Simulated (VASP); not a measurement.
# Ru (P6_3/mmc) in VASP: further runs, part 2 of 2

VASP 6.6.1. Earlier steps stand in the parts before.

**4. Single point, PBEsol (grid = ENCUT=400 dk=0.35 cell=3x3x2 ISMEAR=1 SIGMA=0.1 LREAL=False EDIFF=1e-06)**

INCAR reads:

```
SYSTEM = Ru
PREC = Accurate
ENCUT = 400
EDIFF = 1E-6
ISMEAR = 1
SIGMA = 0.1
LREAL = .FALSE.
LASPH = .TRUE.
NELM = 120
ALGO = Fast
ISIF = 2
LWAVE = .FALSE.
LCHARG = .FALSE.
GGA = PS
NBANDS = 280
```

KPOINTS reads:

```
regular mesh
0
G
  3 3 3
  0 0 0
```

POSCAR reads:

```
Ru
1.0
    8.1174000000      0.0000000000      0.0000000000
   -4.0587000000      7.0298746128      0.0000000000
    0.0000000000      0.0000000000      8.5638000000
Ru
35
Direct
    0.2222222222      0.1111111111      0.8750000000
    0.2222222222      0.4444444444      0.3750000000
    0.2222222222      0.4444444444      0.8750000000
    0.2222222222      0.7777777778      0.3750000000
    0.2222222222      0.7777777778      0.8750000000
    0.5555555556      0.1111111111      0.3750000000
    0.5555555556      0.1111111111      0.8750000000
    0.5555555556      0.4444444444      0.3750000000
    0.5555555556      0.4444444444      0.8750000000
    0.5555555556      0.7777777778      0.3750000000
    0.5555555556      0.7777777778      0.8750000000
    0.8888888889      0.1111111111      0.3750000000
    0.8888888889      0.1111111111      0.8750000000
    0.8888888889      0.4444444444      0.3750000000
    0.8888888889      0.4444444444      0.8750000000
    0.8888888889      0.7777777778      0.3750000000
    0.8888888889      0.7777777778      0.8750000000
    0.1111111111      0.2222222222      0.1250000000
    0.1111111111      0.2222222222      0.6250000000
    0.1111111111      0.5555555556      0.1250000000
    0.1111111111      0.5555555556      0.6250000000
    0.1111111111      0.8888888889      0.1250000000
    0.1111111111      0.8888888889      0.6250000000
    0.4444444444      0.2222222222      0.1250000000
    0.4444444444      0.2222222222      0.6250000000
    0.4444444444      0.5555555556      0.1250000000
    0.4444444444      0.5555555556      0.6250000000
    0.4444444444      0.8888888889      0.1250000000
    0.4444444444      0.8888888889      0.6250000000
    0.7777777778      0.2222222222      0.1250000000
    0.7777777778      0.2222222222      0.6250000000
    0.7777777778      0.5555555556      0.1250000000
    0.7777777778      0.5555555556      0.6250000000
    0.7777777778      0.8888888889      0.1250000000
    0.7777777778      0.8888888889      0.6250000000
```

Potentials or basis: VASP PAW PBE potentials, release 64 (Ru_pv).

On the command line:

```
cat potpaw_PBE.64/Ru_pv/POTCAR > POTCAR
mpirun -np 1 vasp_std > vasp.out
```

OUTCAR:

```text
SYSTEM = Ru
   PREC = Accurate
   ENCUT = 400
   EDIFF = 1E-6
   ISMEAR = 1
   LREAL = .FALSE.
   LASPH = .TRUE.
   NELM = 120
   ISIF = 2
   GGA = PS

 Found      6 irreducible k-points:

 Following reciprocal coordinates:
            Coordinates               Weight
  0.000000  0.000000  0.000000      1.000000
  0.333333  0.000000  0.000000      6.000000
  0.333333  0.333333  0.000000      2.000000
  0.000000  0.000000  0.333333      2.000000
  0.333333  0.000000  0.333333     12.000000
  0.333333  0.333333  0.333333      4.000000
   k-points           NKPTS =      6   k-points in BZ     NKDIM =      6   number of bands    NBANDS=    280
   number of dos      NEDOS =    301   number of ions     NIONS =     35
   total plane-waves  NPLWV = 163296
   dimension x,y,z NGX =    54 NGY =   54 NGZ =   56
   dimension x,y,z NGXF=   108 NGYF=  108 NGZF=  112
   ions per type =              35
   NGX,Y,Z   is equivalent  to a cutoff of  11.06, 11.06, 10.87 a.u.
   NGXF,Y,Z  is equivalent  to a cutoff of  22.12, 22.12, 21.74 a.u.
 SYSTEM =  Ru
   PREC   = accura    normal or accurate (medium, high low for compatibility)
   ISTART =      0    job   : 0-new  1-cont  2-samecut
   ICHARG =      2    charge: 1-file 2-atom 10-const
   ISPIN  =      1    spin polarized calculation?
   LNONCOLLINEAR =      F non collinear calculations
   LSORBIT =      F    spin-orbit coupling
   LASPH  =      T    aspherical Exc in radial PAW
   ENCUT  =  400.0 eV  29.40 Ry    5.42 a.u.  13.24 13.24 13.97*2*pi/ulx,y,z
   NELM   =    120;   NELMIN=  2; NELMDL= -5     # of ELM steps
   EDIFF  = 0.1E-05   stopping-criterion for ELM
   LREAL  =      F    real-space projection
   EDIFFG = 0.1E-04   stopping-criterion for IOM
   NSW    =      0    number of steps for IOM
   IBRION =     -1    ionic relax: 0-MD 1-quasi-New 2-CG
   NFREE  =      0    steps in history (QN), initial steepest desc. (CG)
   ISIF   =      2    stress and relaxation
   ISYM   =      2    0-nonsym 1-usesym 2-fastsym
   POTIM  = 0.5000    time-step for ionic-motion
   TEBEG  =    0.0;   TEEND  =   0.0 temperature during run
   PSTRESS=    0.0 pullay stress
   NELECT =     490.0000    total number of electrons
   NUPDOWN=      -1.0000    fix difference up-down
   EMIN   =  10.00;   EMAX   =-10.00  energy-range for DOS
   EFERMI =   0.00;   METHOD = LEGACY
   ISMEAR =     1;   SIGMA  =   0.10  broadening in eV -4-tet -1-fermi 0-gaus
   EFERMI_NEDOS =   21; number of points for ismear=-14 and -15
   IALGO  =     68    algorithm
   IMIX   =      4    mixing-type and parameters
     AMIX     =   0.40;   BMIX     =  1.00
     AMIX_MAG =   1.60;   BMIX_MAG =  1.00
  volume/ion in A,a.u.               =      13.96        94.22
  Fermi-wavevector in a.u.,A,eV,Ry     =   1.638563  3.096435 36.530134  2.684889
  Thomas-Fermi vector in A             =   2.729515
   LORBIT       =      0    0 simple, 1 ext, 2 COOP (PROOUT), +10 PAW based schemes
   GGA     = PS    functional components
   LHFCALC =     F    Hartree Fock is set to
   AEXX    =    0.0000 exact exchange contribution
   IVDW    =     0    specifies the selected vdW correction
   LEPSILON=     F    determine dielectric tensor
   LRPA    =     F    only Hartree local field effects (RPA)
 non-spin polarized calculation
 RMM-DIIS sequential band-by-band and
 Methfessel and Paxton  Order N= 1 SIGMA  =   0.10
  energy-cutoff  :      400.00
  volume of cell :      488.69
 maximum number of plane-waves:      8889
 NGX is ok and might be reduce to    54
   NGX = 27   NGY = 27   NGZ = 27

 number of electron     490.0000129 magnetization

 Free energy of the ion-electron system (eV)
  ---------------------------------------------------
  ext. energy  EPLUGINS =         0.00000000
  ---------------------------------------------------
  free energy    TOTEN  =      -352.77274100 eV

  energy without entropy =     -352.76909538  energy(sigma->0) =     -352.77152579

 E-fermi :  12.2151     XC(G=0): -14.0693

 val. band max:       12.2118835213   @ k =   0.3333   0.3333   0.3333
 cond. band min:      12.2187688261   @ k =   0.3333   0.0000   0.0000
 fundamental gap:      0.0068853048
 Fermi energy:        12.2150802728

 k-point     1 :       0.0000    0.0000    0.0000
  band No.  band energies     occupation
      1     -31.3649      2.00000
      2     -31.1648      2.00000
      3     -31.1571      2.00000
      4     -31.1571      2.00000
      5     -31.1545      2.00000
      6     -31.1515      2.00000
[... 249 lines left out ...]
    256      12.8655     -0.00000
    257      12.8903     -0.00000

 k-point     2 :       0.3333    0.0000    0.0000
  band No.  band energies     occupation
      1     -31.3275      2.00000
      2     -31.2731      2.00000
      3     -31.2715      2.00000
      4     -31.2140      2.00000
      5     -31.2139      2.00000
      6     -31.2093      2.00000
[... 249 lines left out ...]
    256      12.9705     -0.00000
    257      12.9856     -0.00000

 k-point     3 :       0.3333    0.3333    0.0000
  band No.  band energies     occupation
      1     -31.2844      2.00000
      2     -31.2785      2.00000
      3     -31.2700      2.00000
      4     -31.2618      2.00000
      5     -31.2617      2.00000
      6     -31.2510      2.00000
[... 249 lines left out ...]
    256      13.0907     -0.00000
    257      13.0966     -0.00000

 k-point     4 :       0.0000    0.0000    0.3333
  band No.  band energies     occupation
      1     -31.2985      2.00000
      2     -31.1953      2.00000
      3     -31.1872      2.00000
      4     -31.1872      2.00000
      5     -31.1705      2.00000
      6     -31.1705      2.00000
[... 249 lines left out ...]
    256      12.7126     -0.00000
    257      12.7128     -0.00000

 k-point     5 :       0.3333    0.0000    0.3333
  band No.  band energies     occupation
      1     -31.2916      2.00000
      2     -31.2675      2.00000
      3     -31.2381      2.00000
      4     -31.2268      2.00000
      5     -31.2238      2.00000
      6     -31.1941      2.00000
[... 249 lines left out ...]
    256      12.7658     -0.00000
    257      12.8218     -0.00000

 k-point     6 :       0.3333    0.3333    0.3333
  band No.  band energies     occupation
      1     -31.2864      2.00000
      2     -31.2797      2.00000
      3     -31.2712      2.00000
      4     -31.2318      2.00000
      5     -31.2318      2.00000
      6     -31.2243      2.00000
[... 249 lines left out ...]
    256      12.7927     -0.00000
    257      12.8778     -0.00000
 [bands above 257 left out]

------------------------ aborting loop because EDIFF is reached ----------------------------------------

  FORCE on cell =-STRESS in cart. coord.  units (eV):
  Direction    XX          YY          ZZ          XY          YZ          ZX
  --------------------------------------------------------------------------------------
  -------------------------------------------------------------------------------------
  Total      -29.2823273    -29.2823273    -29.3142637     -0.0000000      0.0000000      0.0000000
  in kB      -96.0030722    -96.0030722    -96.1077767     -0.0000000      0.0000000      0.0000000
  external PRESSURE =     -96.0379737 kB  Pullay stress =       0.0000000 kB

 VOLUME and BASIS-vectors are now :
 -----------------------------------------------------------------------------
  energy-cutoff  :      400.00
  volume of cell :      488.69
      direct lattice vectors                 reciprocal lattice vectors
     8.117400000  0.000000000  0.000000000     0.123192155  0.071125024  0.000000000
    -4.058700000  7.029874613  0.000000000     0.000000000  0.142250048  0.000000000
     0.000000000  0.000000000  8.563800000     0.000000000  0.000000000  0.116770592

 POSITION                                       TOTAL-FORCE (eV/Angst)
 -----------------------------------------------------------------------------------
      1.35290      0.78110      7.49333        -0.000000      0.000000      0.000000
      0.00000      3.12439      3.21143        -0.153290      0.255012      0.000000
      0.00000      3.12439      7.49333        -0.018599     -0.058225      0.000000
     -1.35290      5.46768      3.21143         0.144202     -0.260259      0.000000
     -1.35290      5.46768      7.49333        -0.059723      0.013005      0.000000
      4.05870      0.78110      3.21143         0.297491      0.005247      0.000000
[... 27 lines left out ...]
      2.70580      6.24878      1.07048         0.146097      0.084349     -0.043031
      2.70580      6.24878      5.35238         0.146097      0.084349      0.043031
 -----------------------------------------------------------------------------------
    total drift:                               -0.000005     -0.000003      0.000000

  FREE ENERGIE OF THE ION-ELECTRON SYSTEM (eV)
  ---------------------------------------------------
  free  energy   TOTEN  =      -352.7727409992 eV

  energy  without entropy=     -352.7690953788  energy(sigma->0) =     -352.77152579
```

Wall time 13 min (1 thread of Intel Xeon 6975P-C (Granite Rapids), shared host); peak memory 0.61 GiB.

These settings aren't checked as converged: the numbers below hold their error.

What came out:

```yaml
Free_energy: -352.7727 eV
Pressure: -9.6 GPa
Largest_force: 0.373 eV/Å
Band_gap_on_the_k_mesh: none (metal or under the smearing width)
```

Caveat: the PAW data sets were made with another functional, which shifts forces and pressure a little.

**5. For comparison**

An earlier run on the cell as given: functional PBE; potentials or basis VASP PAW PBE potentials, release 64 (Ru_pv); cutoff 520 eV; k mesh 11 × 11 × 6; occupations fermi-dirac, width 0.05 eV; no spin polarisation.

* Pressure: 4.5 GPa
* Band gap on the k mesh: none (metal or under the smearing width)
